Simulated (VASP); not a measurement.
# SrTiO3 (Tausonite) (Pm-3m) in VASP: notebook

One crystal, SrTiO3 (Tausonite), is run at these levels: PBE; tasks: relaxation of cell and atoms.

All numbers are computed with VASP 6.6.1; they aren't measurements. Logs are shortened: lines on timing, memory, paths and dates and some standing lists are left out, and cuts for length are marked.

## 1. The crystal as given

The structure is cubic, space group Pm-3m (No. 221). Conventional cell: a = 3.905 Å, b = 3.905 Å, c = 3.905 Å, α = 90.00°, β = 90.00°, γ = 90.00°. Sr (site symmetry m-3m) is surrounded by 12 O at 2.76 Å. Ti (site symmetry m-3m) has 6 O at 1.95 Å as nearest neighbours. O (site symmetry 4/mmm) has 2 Ti at 1.95 Å as nearest neighbours.

## 2. Relaxation of cell and atoms, PBE

Contents of INCAR:

```
ALGO = Normal ; EDIFF = 1E-6
EDIFFG = -0.01 ; ENCUT = 300
GGA = PE ; IBRION = 2
ISIF = 3 ; ISMEAR = 0
LASPH = T ; LCHARG = F
LREAL = F ; LWAVE = F
NELM = 80 ; NSW = 90
PREC = Accurate ; SIGMA = 0.03
```

Contents of KPOINTS:

```
k-points
0
Gamma
  4 4 4
```

Contents of POSCAR:

```
SrTiO3
1.0
    3.9052800000      0.0000000000      0.0000000000
    0.0000000000      3.9052800000      0.0000000000
    0.0000000000      0.0000000000      3.9052800000
Sr Ti O
1 1 3
Direct
    0.5000000000      0.5000000000      0.5000000000
    0.0000000000      0.0000000000      0.0000000000
    0.5000000000      0.0000000000      0.0000000000
    0.0000000000      0.5000000000      0.0000000000
    0.0000000000      0.0000000000      0.5000000000
```

Potentials or basis: VASP PAW PBE potentials, release 64 (Sr_sv, Ti_sv, O_s).

Command:

```bash
$ cat potpaw_PBE.64/Sr_sv/POTCAR potpaw_PBE.64/Ti_sv/POTCAR potpaw_PBE.64/O_s/POTCAR > POTCAR
$ mpirun -np 1 vasp_std > vasp.out
```

OUTCAR:

```text
EDIFF = 1E-6
   EDIFFG = -0.01
   ENCUT = 300
   GGA = PE
   IBRION = 2
   ISIF = 3
   ISMEAR = 0
   LASPH = T
   LREAL = F
   NELM = 80
   NSW = 90
   PREC = Accurate

 ion  position               nearest neighbor table
   1  0.500  0.500  0.500-   3 2.76   4 2.76   5 2.76   3 2.76   4 2.76   3 2.76   5 2.76   3 2.76
                             4 2.76   5 2.76   4 2.76   5 2.76   2 3.38   2 3.38   2 3.38   2 3.38
   2  0.000  0.000  0.000-   3 1.95   4 1.95   5 1.95   5 1.95   4 1.95   3 1.95   1 3.38   1 3.38
                             1 3.38   1 3.38   1 3.38   1 3.38   1 3.38   1 3.38
   3  0.500  0.000  0.000-   2 1.95   2 1.95   1 2.76   1 2.76   1 2.76   1 2.76
   4  0.000  0.500  0.000-   2 1.95   2 1.95   1 2.76   1 2.76   1 2.76   1 2.76
   5  0.000  0.000  0.500-   2 1.95   2 1.95   1 2.76   1 2.76   1 2.76   1 2.76

  LATTYP: Found a simple cubic cell.
 ALAT       =     3.9052800000

  Lattice vectors:

 A1 = (   3.9052800000,   0.0000000000,   0.0000000000)
 A2 = (   0.0000000000,   3.9052800000,   0.0000000000)
 A3 = (   0.0000000000,   0.0000000000,   3.9052800000)

Analysis of symmetry for initial positions (statically):
=====================================================================
 Subroutine PRICEL returns:
 Original cell was already a primitive cell.

 Routine SETGRP: Setting up the symmetry group for a
 simple cubic supercell.

 Subroutine GETGRP returns: Found 48 space group operations
 (whereof 48 operations were pure point group operations)
 out of a pool of 48 trial point group operations.

The static configuration has the point symmetry O_h .

Analysis of symmetry for dynamics (positions and initial velocities):
=====================================================================
 Subroutine PRICEL returns:
 Original cell was already a primitive cell.

 Routine SETGRP: Setting up the symmetry group for a
 simple cubic supercell.

 Subroutine GETGRP returns: Found 48 space group operations
 (whereof 48 operations were pure point group operations)
 out of a pool of 48 trial point group operations.

The dynamic configuration has the point symmetry O_h .

 Subroutine INISYM returns: Found 48 space group operations
 (whereof 48 operations are pure point group operations),
 and found     1 'primitive' translations

----------------------------------------------------------------------------------------

                                     Primitive cell

  volume of cell :      59.5603

  direct lattice vectors                    reciprocal lattice vectors
     3.905280000  0.000000000  0.000000000     0.256063586  0.000000000  0.000000000
     0.000000000  3.905280000  0.000000000     0.000000000  0.256063586  0.000000000
     0.000000000  0.000000000  3.905280000     0.000000000  0.000000000  0.256063586

  length of vectors
     3.905280000  3.905280000  3.905280000     0.256063586  0.256063586  0.256063586

  position of ions in fractional coordinates (direct lattice)
     0.500000000  0.500000000  0.500000000
     0.000000000  0.000000000  0.000000000
     0.500000000  0.000000000  0.000000000
     0.000000000  0.500000000  0.000000000
     0.000000000  0.000000000  0.500000000

  ion indices of the primitive-cell ions
   primitive index   ion index
                 1           1
                 2           2
                 3           3
                 4           4
                 5           5

----------------------------------------------------------------------------------------

 KPOINTS: k-points

Automatic generation of k-mesh.
 Grid dimensions read from file:
 generate k-points for:    4    4    4

 Generating k-lattice:

  Cartesian coordinates                     Fractional coordinates (reciprocal lattice)
     0.064015896  0.000000000  0.000000000     0.250000000  0.000000000  0.000000000
     0.000000000  0.064015896  0.000000000     0.000000000  0.250000000  0.000000000
     0.000000000  0.000000000  0.064015896     0.000000000  0.000000000  0.250000000

  Length of vectors
     0.064015896  0.064015896  0.064015896

  Shift w.r.t. Gamma in fractional coordinates (k-lattice)
     0.000000000  0.000000000  0.000000000

 Subroutine IBZKPT returns following result:
 ===========================================

 Found     10 irreducible k-points:

 Following reciprocal coordinates:
            Coordinates               Weight
  0.000000  0.000000  0.000000      1.000000
  0.250000  0.000000  0.000000      6.000000
  0.500000  0.000000  0.000000      3.000000
  0.250000  0.250000  0.000000     12.000000
  0.500000  0.250000  0.000000     12.000000
  0.500000  0.500000  0.000000      3.000000
  0.250000  0.250000  0.250000      8.000000
  0.500000  0.250000  0.250000     12.000000
  0.500000  0.500000  0.250000      6.000000
  0.500000  0.500000  0.500000      1.000000
   k-points           NKPTS =     10   k-points in BZ     NKDIM =     10   number of bands    NBANDS=     24
   number of dos      NEDOS =    301   number of ions     NIONS =      5
   total plane-waves  NPLWV =  13824
   dimension x,y,z NGX =    24 NGY =   24 NGZ =   24
   dimension x,y,z NGXF=    48 NGYF=   48 NGZF=   48
   ions per type =               1   1   3
   NGX,Y,Z   is equivalent  to a cutoff of  10.22, 10.22, 10.22 a.u.
   NGXF,Y,Z  is equivalent  to a cutoff of  20.43, 20.43, 20.43 a.u.
 SYSTEM =  unknown system
   PREC   = accura    normal or accurate (medium, high low for compatibility)
   ISTART =      0    job   : 0-new  1-cont  2-samecut
   ICHARG =      2    charge: 1-file 2-atom 10-const
   ISPIN  =      1    spin polarized calculation?
   LNONCOLLINEAR =      F non collinear calculations
   LSORBIT =      F    spin-orbit coupling
   LASPH  =      T    aspherical Exc in radial PAW
   ENCUT  =  300.0 eV  22.05 Ry    4.70 a.u.   5.52  5.52  5.52*2*pi/ulx,y,z
   NELM   =     80;   NELMIN=  2; NELMDL= -5     # of ELM steps
   EDIFF  = 0.1E-05   stopping-criterion for ELM
   LREAL  =      F    real-space projection
   EDIFFG = -.1E-01   stopping-criterion for IOM
   NSW    =     90    number of steps for IOM
   IBRION =      2    ionic relax: 0-MD 1-quasi-New 2-CG
   NFREE  =      1    steps in history (QN), initial steepest desc. (CG)
   ISIF   =      3    stress and relaxation
   ISYM   =      2    0-nonsym 1-usesym 2-fastsym
   POTIM  = 0.5000    time-step for ionic-motion
   TEBEG  =    0.0;   TEEND  =   0.0 temperature during run
   PSTRESS=    0.0 pullay stress
   NELECT =      40.0000    total number of electrons
   NUPDOWN=      -1.0000    fix difference up-down
   EMIN   =  10.00;   EMAX   =-10.00  energy-range for DOS
   EFERMI =   0.00;   METHOD = LEGACY
   ISMEAR =     0;   SIGMA  =   0.03  broadening in eV -4-tet -1-fermi 0-gaus
   EFERMI_NEDOS =   21; number of points for ismear=-14 and -15
   IALGO  =     38    algorithm
   IMIX   =      4    mixing-type and parameters
     AMIX     =   0.40;   BMIX     =  1.00
     AMIX_MAG =   1.60;   BMIX_MAG =  1.00
  volume/ion in A,a.u.               =      11.91        80.39
  Fermi-wavevector in a.u.,A,eV,Ry     =   1.433648  2.709203 27.964703  2.055348
  Thomas-Fermi vector in A             =   2.553143
   LORBIT       =      0    0 simple, 1 ext, 2 COOP (PROOUT), +10 PAW based schemes
   GGA     = PE    functional components
   LHFCALC =     F    Hartree Fock is set to
   AEXX    =    0.0000 exact exchange contribution
   IVDW    =     0    specifies the selected vdW correction
   LEPSILON=     F    determine dielectric tensor
   LRPA    =     F    only Hartree local field effects (RPA)
 conjugate gradient relaxation of ions
 non-spin polarized calculation
 Gauss-broadening in eV      SIGMA  =   0.03
  energy-cutoff  :      300.00
  volume of cell :       59.56
 maximum number of plane-waves:       739
 NGX is ok and might be reduce to    24
   NGX = 11   NGY = 11   NGZ = 11

--------------------------------------- Ionic step        1  -------------------------------------------

 number of electron      39.9999933 magnetization

 Free energy of the ion-electron system (eV)
  ---------------------------------------------------
  ext. energy  EPLUGINS =         0.00000000
  ---------------------------------------------------
  free energy    TOTEN  =       -40.04034953 eV

  energy without entropy =      -40.04034953  energy(sigma->0) =      -40.04034953

------------------------ aborting loop because EDIFF is reached ----------------------------------------

  FORCE on cell =-STRESS in cart. coord.  units (eV):
  Direction    XX          YY          ZZ          XY          YZ          ZX
  --------------------------------------------------------------------------------------
  -------------------------------------------------------------------------------------
  Total        1.4450742      1.4450742      1.4450742      0.0000000     -0.0000000      0.0000000
  in kB       38.8726556     38.8726556     38.8726556      0.0000000     -0.0000000      0.0000000
  external PRESSURE =      38.8726556 kB  Pullay stress =       0.0000000 kB
[... 63 lines left out ...]
  energy  without entropy=      -40.0355500534  energy(sigma->0) =      -40.03555005

--------------------------------------- Ionic step        3  -------------------------------------------

 number of electron      39.9999927 magnetization

 Free energy of the ion-electron system (eV)
  ---------------------------------------------------
  ext. energy  EPLUGINS =         0.00000000
  ---------------------------------------------------
  free energy    TOTEN  =       -40.05396276 eV

  energy without entropy =      -40.05396276  energy(sigma->0) =      -40.05396276

 E-fermi :   4.5993     XC(G=0): -11.1751

 val. band max:        4.2980742128   @ k =   0.5000   0.5000   0.5000
 cond. band min:       6.0959410657   @ k =   0.0000   0.0000   0.0000
 fundamental gap:      1.7978668529
 Fermi energy:         4.5993263191

 k-point     1 :       0.0000    0.0000    0.0000
  band No.  band energies     occupation
      1     -52.2428      2.00000
      2     -28.5565      2.00000
      3     -28.5092      2.00000
      4     -28.5092      2.00000
      5     -28.5092      2.00000
      6     -13.0436      2.00000
[... 291 lines left out ...]
  FREE ENERGIE OF THE ION-ELECTRON SYSTEM (eV)
  ---------------------------------------------------
  free  energy   TOTEN  =       -40.0539627556 eV

  energy  without entropy=      -40.0539627556  energy(sigma->0) =      -40.05396276

 reached required accuracy - stopping structural energy minimisation
```

Run time: 18 s. Hardware: 1 thread of Intel Xeon Platinum 8488C (Sapphire Rapids), shared host; peak memory 0.14 GiB.

These settings aren't checked as converged: the numbers below hold their error.

Results:

```yaml
Free_energy: -40.0540 eV
Relaxed_volume: 12.14 Å³/atom
Relaxed_cell: a = 3.930 Å, b = 3.930 Å, c = 3.930 Å, α = 90.00°, β = 90.00°, γ = 90.00°
Space_group_after_relaxing_to_0.05_Å: Pm-3m (No. 221)
Energy_gained_by_relaxing: 2.7 meV/atom
Ionic_steps: 3
Band_gap_on_the_k_mesh: 1.80 eV, indirect (least direct gap 2.18 eV)
```

Caveat: the cutoff is under 1.25 times the usual one of these potentials, so pressure, stress and relaxed cells hold a basis-set (Pulay) error.

## 3. Relaxation of cell and atoms, PBE

This run uses another cell than the first one, of 12.14 Å³/atom, 1.019 times its volume.

Edit INCAR of step 2 so:

```diff
@@ -1,3 +1,3 @@
-ALGO = Normal ; EDIFF = 1E-6
-EDIFFG = -0.01 ; ENCUT = 300
+ALGO = Normal ; EDIFF = 1E-7
+EDIFFG = -0.005 ; ENCUT = 300
 GGA = PE ; IBRION = 2
```

KPOINTS is that of step 2.

Contents of POSCAR:

```
SrTiO3                                  
1.0
    3.9302995581     -0.0000000000      0.0000000000
    0.0000000000      3.9302995581     -0.0000000000
   -0.0000000000     -0.0000000000      3.9302995581
  Sr              Ti              O             
     1     1     3
Direct
     0.5000000000000000    0.5000000000000000    0.5000000000000000
     0.0000000000000000    0.0000000000000000    0.0000000000000000
     0.5000000000000000    0.0000000000000000    0.0000000000000000
     0.0000000000000000    0.5000000000000000    0.0000000000000000
     0.0000000000000000    0.0000000000000000    0.5000000000000000
```

Potentials or basis: VASP PAW PBE potentials, release 64 (Sr_sv, Ti_sv, O_s).

Command:

```bash
$ cat potpaw_PBE.64/Sr_sv/POTCAR potpaw_PBE.64/Ti_sv/POTCAR potpaw_PBE.64/O_s/POTCAR > POTCAR
$ mpirun -np 1 vasp_std > vasp.out
```

Wall time 18 s (1 thread of Intel Xeon Platinum 8488C (Sapphire Rapids), shared host); peak memory 0.14 GiB.

These settings aren't checked as converged: the numbers below hold their error.

What came out:

| Item | Value |
| --- | --- |
| Free energy | -40.0666 eV |
| Relaxed volume | 12.16 Å³/atom |
| Relaxed cell | a = 3.932 Å, b = 3.932 Å, c = 3.932 Å, α = 90.00°, β = 90.00°, γ = 90.00° |
| Space group after relaxing (to 0.05 Å) | Pm-3m (No. 221) |
| Energy gained by relaxing | 0.0 meV/atom |
| Ionic steps | 3 |
| Band gap on the k mesh | 1.80 eV, indirect (least direct gap 2.17 eV) |

Caveat: the cutoff is under 1.25 times the usual one of these potentials, so pressure, stress and relaxed cells hold a basis-set (Pulay) error.
